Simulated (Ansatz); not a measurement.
# A convergence test on GaN (P6_3mc): wavefunction cutoff

Wanted: the cheapest wavefunction cutoff that holds the PBE gap of GaN (P6_3mc).

Method: DFT, PBE, plane waves, PAW, in Ansatz 0.2.0.

The database entry behind the starting cell has ideal inner coordinates that were not refined, so it need not match the best structure at ambient conditions.

## Step 1: Starting point

Symmetry: P6_3mc, No. 186, hexagonal system. Conventional cell: a = 3.190 Å, b = 3.190 Å, c = 5.189 Å, α = 90.00°, β = 90.00°, γ = 120.00°. Nearest to Ga lie 4 N at 1.95 Å. Nearest to N lie 4 Ga at 1.95 Å. Farther neighbours and most contacts between anions are not listed.

The cell and positions come from the Crystallography Open Database and are kept as given unless a step says otherwise. The default PAW set here is soft_1. Its files were made with PBE.

## Step 2: Wavefunction cutoff: 190 eV

File input.yaml:

```yaml
crystal:
  lattice:
    - [3.19, 0.0, 0.0]
    - [-1.595, 2.7626210381, 0.0]
    - [0.0, 0.0, 5.189]
  atoms:
    - { symbol: Ga, position: [0.6666666667, 0.3333333333, 0.0] }
    - { symbol: Ga, position: [0.3333333333, 0.6666666667, 0.5] }
    - { symbol: "N", position: [0.6666666667, 0.3333333333, 0.375] }
    - { symbol: "N", position: [0.3333333333, 0.6666666667, 0.875] }
kpoints:
  mp_grid: { grid: [12, 12, 4] }
  band_path:
    path:
      - [0.0, 0.0, 0.0]
      - [0.5, 0.0, 0.0]
      - [0.33333333, 0.33333333, 0.0]
      - [0.0, 0.0, 0.5]
      - [0.5, 0.0, 0.5]
      - [0.33333333, 0.33333333, 0.5]
    npoints: 1
hamiltonian:
  xc: pbe
  pseudopotentials: { kind: paw, azcp: { folder: "./paw" } }
scf:
  occupations: { method: fermi_dirac, width: 0.02 }
  n_extra_bands: 5
  max_iter: 80
output:
  eigenvalues: true
  write_density: true
  write_potential: true
  elf: true
  volumetric_format: npy
basis:
  ecutwfc: 190.0
```

Launch:

```
$ ansatz run input.yaml --threads 3 --pin off --max-ram 92160MiB --backend cuda --events-out ev --progress --plain --runs-dir out --devices 1 --max-vram 13GiB
```

Numbers of over 12 decimals in the logs are rounded to 6 here.

Output:

```text
Warning: basis.ecutwfc = 190 eV is below the records' recommended 420 eV, and the density's cutoff is lower with it unless basis.ecutrho_ratio is high enough to keep the records' density cutoff: compare with a run at a higher cutoff
Warning: basis.ecutrho_ratio 4 (ecutrho = 760 eV, dense FFT grid 15×15×24): the grid does not resolve the core-correction charge of N (measure 0.20 e/Å^2.5); warned from 0.08. The energy and each atom's force then go with where the atoms sit on the grid: [figures from the program's tests cut] If this deck is also warned that a cutoff or its ratio is below what is recommended, mend that before anything below. First try basis.xc_grid, which is 1 on this run (the dense grid itself), where it is not refused (2, then 3). Above 1 the core-correction charge is laid on the exchange–correlation grid, and this warning is never given, whether or not the level is enough: [rest of the remark cut]
scf.n_extra_bands = 5 over 18 filled bands (N_el = 36.0): the run solves 23 bands
GPUs: using 1 of 1 available (devices: 1).
Engine: ansatz 0.2.0, x86_64-unknown-linux-gnu
Pseudopotentials: kind: paw
Pseudopotential: Ga, paw, valence charge 13, recommended cutoff 420 eV (normal), <dir>
Pseudopotential: N, paw, valence charge 5, recommended cutoff 420 eV (normal), <dir>
Functional definition: PBE
  parameter kappa = 0.804
  parameter beta = 0.066725
  exchange = pbe_x(kappa = kappa, mu = beta*pi^2/3)
  correlation = pbe_c(beta = beta)
device memory: the entry about to start is reckoned to put 1.2 GiB on a device that reports 73.1 GiB free (of which the cap on the GPU budget leaves the run 13.0 GiB)
GPU FFT provider: cuFFT
GPU libraries: cuBLAS 13.8.2, cuFFT 12.4.0, cuSOLVER 12.3.4
Crystal: 4 atoms, lattice volume = 45.729 Å³
Basis set: ecut = 190 eV, 287 PW (Γ)
Bands: 23, of which v1, the nominal top of the filled ones, is band 18 counted from 1 (17 counted from 0)
Symmetry: 12 space group operations
Space group: P63mc (ITA 186), of the structure as read, at distance tolerance 3.6e-5 Å
k-points: 57 of 576 (time reversal used)
Non-local potential: Ga, projectors of the file, l = 0: 2, l = 1: 2, l = 2: 3, l = 3: 1
Non-local potential: N, projectors of the file, l = 0: 2, l = 1: 2, l = 2: 1
PAW form: soft (Blöchl's): semilocal exchange-correlation on the pseudo side does not see the compensation charge
PAW one-centre angular grid: Ga, 590 points (default); XC on 64 Gauss nodes
PAW one-centre angular grid: N, 110 points (default); XC on 64 Gauss nodes
Initial density: superposition of atomic densities (chi_scale 0.1, normalization cell, long waves kept (reshape's long-wave potential 0.00 eV rms))
Initial wavefunctions: pseudopotential atomic-orbital guess
GPU buffer pool allocated for 5400 grid points (all kernels)
GPU transforms: local potential and band sums: pruned to the plane-wave sphere, on 15×15×24
Functional: x = pbe(κ = 0.804, μ = 0.219515), c = pbe(β = 0.066725)
SCF iter   1: F=—  HF=-8314.479307 eV  |F-HF|=—  |Δ(HF+E_count)|=         —  Δρ=8.30e-2  dr2=1.97e0  ethr=3.10e-3  ⟨swp⟩=4.1  Hψ=5002  notcnv=0
preconditioner: auto → Resta (q_TF=auto, 2.622 Å⁻¹)  ε∞=4.6  [insulator: Δε(μ)=1.629 eV  Ē_g=17.407 eV  σ=0.020 eV  W_gap=1.00  n_scr=22 (ndim 8)  ℏωp=32.9 eV  f_vac=0.009  D(μ)=0.00/eV (n_scr^D=0)  ε∞_Penn≈4.6]
SCF iter   2: F=—  HF=-8310.787018 eV  |F-HF|=—  |Δ(HF+E_count)|=    3.69e0  Δρ=6.93e-2  dr2=1.11e0  ethr=3.10e-3  ⟨swp⟩=2.0  Hψ=3021  notcnv=0  defer=57
SCF iter   3: F=—  HF=-8310.527004 eV  |F-HF|=—  |Δ(HF+E_count)|=   2.60e-1  Δρ=2.33e-2  dr2=1.84e-1  ethr=3.08e-3  ⟨swp⟩=2.0  Hψ=1480  notcnv=0  defer=57
SCF iter   4: F=—  HF=-8310.445525 eV  |F-HF|=—  |Δ(HF+E_count)|=   8.15e-2  Δρ=3.87e-3  dr2=9.50e-3  ethr=5.12e-4  ⟨swp⟩=2.0  Hψ=1482  notcnv=0  defer=57
SCF iter   5: F=—  HF=-8310.448750 eV  |F-HF|=—  |Δ(HF+E_count)|=   3.22e-3  Δρ=1.28e-3  dr2=3.65e-4  ethr=2.64e-5  ⟨swp⟩=2.0  Hψ=2489  notcnv=0  defer=57
SCF iter   6: F=—  HF=-8310.448831 eV  |F-HF|=—  |Δ(HF+E_count)|=   8.11e-5  Δρ=2.95e-4  dr2=1.93e-5  ethr=1.01e-6  ⟨swp⟩=2.0  Hψ=2475  notcnv=0  defer=57
SCF iter   7: F=—  HF=-8310.449022 eV  |F-HF|=—  |Δ(HF+E_count)|=   1.91e-4  Δρ=3.92e-5  dr2=4.72e-7  ethr=5.37e-8  ⟨swp⟩=2.0  Hψ=2273  notcnv=0  defer=57
SCF iter   8: F=-8310.449023 eV  HF=-8310.449023 eV  |F-HF|=1.71e-8  |Δ(HF+E_count)|=   6.76e-7  Δρ=5.33e-6  dr2=1.34e-8  ethr=2.78e-10  ⟨swp⟩=6.0  Hψ=4166  notcnv=0
SCF 1 converged in 8 iterations: F = -8310.449023 eV  dr2 = 1.34e-8
[...]
device memory: the entry about to start is reckoned to put 0.6 GiB on a device that reports 68.8 GiB free (of which the cap on the GPU budget leaves the run 13.0 GiB)
NSCF: frozen V_eff on 6 k-points
SCF converged after 8 iterations
Free energy (F): -8310.449023 eV
Harris-Foulkes:  -8310.449023 eV  (|F-HF|=1.71e-8)
Internal energy: -8310.449023 eV  (E = F + TS)
E sigma→0 (E₀):  -8310.449023 eV
Fermi energy:    10.242890 eV
--- Per-component energies (eV) ---
  E_band       = -91.485953
  E_kinetic    = 508.008079
  E_local      = -2830.889599  (includes V_loc(G=0)·N_el)
  E_nonlocal   = -34.928460
  E_hartree    = 1799.632938
  E_xc         = -250.089840
  E_vxc        = -268.781636  (∫ρ·V_xc dr)
  E_paw        = -4329.375321  (= ΣΔE_a)
  E_vpaw       = -1063.861782  (= ΣTr[D̂ρ^β])
  E_aug_tail   = -0.298273  (compensation charges beyond the density's cutoff)
  E_ewald      = -3172.508547
  E_smearing   = -0.000000  (= −TS)
  E_closure    = -0.000000  (closes the sum)
  Σ components = -8310.449023   (vs F -8310.449023, Δ=0.00e0)
--- Band table (eV; the first three rows and the last of 57) ---
  k-point 0: bands = [... 14 lower, 8.3138, 9.4478, 9.4478, 9.4956, 10.8915, 13.4337, 19.2419, 19.3469, ... 1 higher]
  k-point 1: bands = [... 14 lower, 8.4979, 8.4979, 9.4715, 9.4715, 12.3415, 13.5581, 18.6792, 19.0787, ... 1 higher]
  k-point 2: bands = [... 14 lower, 8.8872, 8.8872, 8.8872, 8.8872, 13.4607, 13.4607, 18.0693, 18.0693, ... 1 higher]
  k-point 56: bands = [... 14 lower, 5.5608, 5.5608, 8.2047, 8.2047, 15.7504, 15.7504, 17.1508, 17.1508, ... 1 higher]
```

The job ended after 16 s (1 × NVIDIA H100 80GB HBM3 (shared by 6 runs) with 3 threads of AMD EPYC 7R13 (Zen 3), shared host; peak memory 0.9 GiB).

This step gave:

```yaml
gap: 1.347 eV
valence_top_at: k = (0.000, 0.083, 0.000)
conduction_bottom_at: Γ
least_direct_gap: 1.396 eV
```

The gap is indirect, with the least direct gap 0.05 eV higher.

## Step 3: Wavefunction cutoff: 290 eV

Edit input.yaml of step 2 so:

```diff
@@ -25,3 +25,3 @@
 scf:
-  occupations: { method: fermi_dirac, width: 0.02 }
+  occupations: { method: fixed }
   n_extra_bands: 5
@@ -30,7 +30,3 @@
   eigenvalues: true
-  write_density: true
-  write_potential: true
-  elf: true
-  volumetric_format: npy
 basis:
-  ecutwfc: 190.0
+  ecutwfc: 290.0
```

Output:

```text
[...]
GPUs: using 1 of 1 available (devices: 1).
[...]
GPU FFT provider: cuFFT
GPU libraries: cuBLAS 13.8.2, cuFFT 12.4.0, cuSOLVER 12.3.4
Crystal: 4 atoms, lattice volume = 45.729 Å³
Basis set: ecut = 290 eV, 537 PW (Γ)
Bands: 23, of which v1, the nominal top of the filled ones, is band 18 counted from 1 (17 counted from 0)
[... 1 set-up line as in the run before ...]
[...]
--- Band table (eV; the first three rows and the last of 57) ---
  k-point 0: bands = [... 14 lower, 8.5992, 9.5863, 9.6445, 9.6445, 11.5168, 13.8927, 18.8601, 19.5592, ... 1 higher]
  k-point 1: bands = [... 14 lower, 8.7571, 8.7571, 9.4980, 9.4980, 12.7308, 13.9992, 18.4949, 19.2364, ... 1 higher]
  k-point 2: bands = [... 14 lower, 9.1367, 9.1367, 9.1367, 9.1367, 13.8806, 13.8806, 18.1797, 18.1797, ... 1 higher]
  k-point 56: bands = [... 14 lower, 5.4979, 5.4979, 8.1719, 8.1719, 16.0720, 16.0720, 16.9730, 16.9730, ... 1 higher]
[key lines of the parts left out:]
SCF converged after 8 iterations
Free energy (F): -8335.077626 eV
Fermi energy:    9.644529 eV
```

The job ended after 15 s (1 × NVIDIA H100 80GB HBM3 (shared by 6 runs) with 3 threads; peak memory 0.88 GiB).

This step gave:

```yaml
gap: 1.872 eV
valence_top_at: Γ
conduction_bottom_at: Γ
least_direct_gap: 1.872 eV
```

The gap is 1.872 eV, +0.525 eV from the run before at this level.

## Step 4: Wavefunction cutoff: 420 eV (the default)

input.yaml, the sections that differ from step 3:

```yaml
kpoints:
  mp_grid: { grid: [12, 12, 4] }
  band_path:
    path:
      - [[0.0, 0.0, 0.0], [0.5, 0.0, 0.0], [0.33333333, 0.33333333, 0.0], [0.0, 0.0, 0.0], [0.0, 0.0, 0.5], [0.5, 0.0, 0.5], [0.33333333, 0.33333333, 0.5], [0.0, 0.0, 0.5]]
      - [[0.5, 0.0, 0.5], [0.5, 0.0, 0.0]]
      - [[0.33333333, 0.33333333, 0.5], [0.33333333, 0.33333333, 0.0]]
    npoints: 10
scf:
  occupations: { method: fermi_dirac, width: 0.02 }
  n_extra_bands: 5
output:
  eigenvalues: true
  write_density: true
  write_potential: true
  elf: true
  volumetric_format: npy
# crystal, hamiltonian: as in step 3
# basis: removed
```

Output:

```text
[...]
GPUs: using 1 of 1 available (devices: 1).
[...]
GPU FFT provider: cuFFT
GPU libraries: cuBLAS 13.8.2, cuFFT 12.4.0, cuSOLVER 12.3.4
Crystal: 4 atoms, lattice volume = 45.729 Å³
Basis set: ecut = 420 eV, 917 PW (Γ)
Bands: 23, of which v1, the nominal top of the filled ones, is band 18 counted from 1 (17 counted from 0)
[... 1 set-up line as in the run before ...]
[...]
--- Band table (eV; the first three rows and the last of 57) ---
  k-point 0: bands = [... 14 lower, 8.6338, 9.6139, 9.6777, 9.6777, 11.5692, 13.9216, 18.8619, 19.5625, ... 1 higher]
  k-point 1: bands = [... 14 lower, 8.7802, 8.7802, 9.5181, 9.5181, 12.7663, 14.0254, 18.4748, 19.2399, ... 1 higher]
  k-point 2: bands = [... 14 lower, 9.1425, 9.1425, 9.1425, 9.1425, 13.9043, 13.9043, 18.1593, 18.1593, ... 1 higher]
  k-point 56: bands = [... 14 lower, 5.5074, 5.5074, 8.1860, 8.1860, 16.0941, 16.0941, 16.9758, 16.9758, ... 1 higher]
[key lines of the parts left out:]
SCF converged after 9 iterations
Free energy (F): -8335.825376 eV
Fermi energy:    10.631931 eV
```

Run time: 19 s. Hardware: 1 × NVIDIA H100 80GB HBM3 (shared by 6 runs) with 3 threads; peak memory 0.92 GiB; 3.5 s of CPU time.

Numbers from this step:

```yaml
gap: 1.891 eV
valence_top_at: Γ
conduction_bottom_at: Γ
least_direct_gap: 1.891 eV
```

The gap is 1.891 eV, +0.019 eV from the run before at this level.

## Step 5: Wavefunction cutoff: 630 eV

input.yaml, the sections that differ from step 4:

```yaml
kpoints:
  mp_grid: { grid: [12, 12, 4] }
  band_path:
    path:
      - [0.0, 0.0, 0.0]
      - [0.5, 0.0, 0.0]
      - [0.33333333, 0.33333333, 0.0]
      - [0.0, 0.0, 0.5]
      - [0.5, 0.0, 0.5]
      - [0.33333333, 0.33333333, 0.5]
    npoints: 1
scf:
  occupations: { method: fixed }
  n_extra_bands: 5
  max_iter: 80
output:
  eigenvalues: true
basis:
  ecutwfc: 630.0
# crystal, hamiltonian: as in step 4
```

Output:

```text
[...]
GPUs: using 1 of 1 available (devices: 1).
[...]
GPU FFT provider: cuFFT
GPU libraries: cuBLAS 13.8.2, cuFFT 12.4.0, cuSOLVER 12.3.4
Crystal: 4 atoms, lattice volume = 45.729 Å³
Basis set: ecut = 630 eV, 1665 PW (Γ)
Bands: 23, of which v1, the nominal top of the filled ones, is band 18 counted from 1 (17 counted from 0)
[... 1 set-up line as in the run before ...]
[...]
--- Band table (eV; the first three rows and the last of 57) ---
  k-point 0: bands = [... 14 lower, 8.6331, 9.6130, 9.6763, 9.6763, 11.5691, 13.9214, 18.8610, 19.5618, ... 1 higher]
  k-point 1: bands = [... 14 lower, 8.7792, 8.7792, 9.5169, 9.5169, 12.7660, 14.0252, 18.4739, 19.2391, ... 1 higher]
  k-point 2: bands = [... 14 lower, 9.1413, 9.1413, 9.1413, 9.1413, 13.9040, 13.9040, 18.1583, 18.1583, ... 1 higher]
  k-point 56: bands = [... 14 lower, 5.5064, 5.5064, 8.1852, 8.1852, 16.0935, 16.0935, 16.9744, 16.9744, ... 1 higher]
[key lines of the parts left out:]
SCF converged after 9 iterations
Free energy (F): -8335.834827 eV
Fermi energy:    9.676295 eV
```

Elapsed: 15 s, on 1 × NVIDIA H100 80GB HBM3 (shared by 6 runs) with 3 threads; peak memory 0.91 GiB.

Numbers from this step:

* gap: 1.893 eV
* valence top at: Γ
* conduction bottom at: Γ
* least direct gap: 1.893 eV

The gap is 1.893 eV, +0.001 eV from the run before at this level.

## Step 6: The series

Differences are against the last row; a negative gap means that bands overlap, and a run with a band path holds that path's time. Times are wall times on 1 × NVIDIA H100 80GB HBM3 (shared by 6 runs) with 3 threads of AMD EPYC 7R13 (Zen 3), shared host, good to a factor of about two.

```csv
wavefunction cutoff,gap (eV),direct gap (eV),gap error (eV),energy error (meV/atom),irreducible k,time
190 eV,1.347,1.396,−0.546,+6346.5,57,16 s
290 eV,1.872,1.872,−0.021,+189.3,57,15 s
420 eV,1.891,1.891,−0.001,+2.4,57,19 s
630 eV,1.893,1.893,+0.000,+0.0,57,15 s
```

## Step 7: What came out

```
190 eV : 1.347 eV
290 eV : 1.872 eV
420 eV : 1.891 eV
630 eV : 1.893 eV
```

The gap holds to 0.02 eV from 420 eV on. At 190 eV the gap is off by −0.546 eV and the energy by +6346 meV/atom.

[Paths, hosts, dates, memory and timing lines, banners, echoed tables and standing remarks are left out of the program output.]

[Logs are printed without paths, hosts, clocks, repeated set-up lines and the standing remarks that a program may print on its own settings, such as how far it seeks lower states.]

[Runs of the session that timed out or met a known fault of the program may be left out.]

[Cells called generated may have been cut or substituted from an entry of the Crystallography Open Database or the Materials Project.]

[Hosts, paths, dates, database ids (printed as entryN), source tags and the programs' standing remarks are cut or masked in the printed files.]
